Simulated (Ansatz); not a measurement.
**Ni, hcp: geometry optimisation**

These are results of DFT, PBE, plane waves (420 eV) with PAW, scalar-relativistic (Ansatz 0.2.0), not measurements.

k-point mesh 14×14×8, Fermi-Dirac smearing 0.05 eV, starting moments 0.80 ×2 μB. Cell and atoms relax.

Starting structure:

```
Ni
1.0
     2.49176    0.00000    0.00000
    -1.24588    2.15792    0.00000
     0.00000    0.00000    4.06904
Ni
2
Direct
  0.33333 0.66667 0.25000
  0.66667 0.33333 0.75000
```

What cell does the relaxation end in?

P6_3/mmc (spin ignored) with a = 2.488 Å, c = 4.078 Å (c/a = 1.639); 10.93 Å³ per atom against 10.94 at the start (-0.1 %).

How much energy does the relaxation gain?

0.1 meV per atom.

Path of the relaxation (the plane waves are chosen anew near the end, which can shift the energy a little):

```tsv
step	E − E(final) (meV/atom)	V (Å³/atom)	P (GPa)	max force (eV/Å)
0	0.06	10.940	-0.09	0.000
1	0.03	10.937	-0.05	0.000
2	0.00	10.936	-0.04	0.000
3	0.00	10.931	0.04	0.000
4	0.00	10.931	0.04	0.000
```

Which magnetic state does it end in?

ferromagnetic, net 0.67 μB per atom; moments 0.71 ×2 μB.
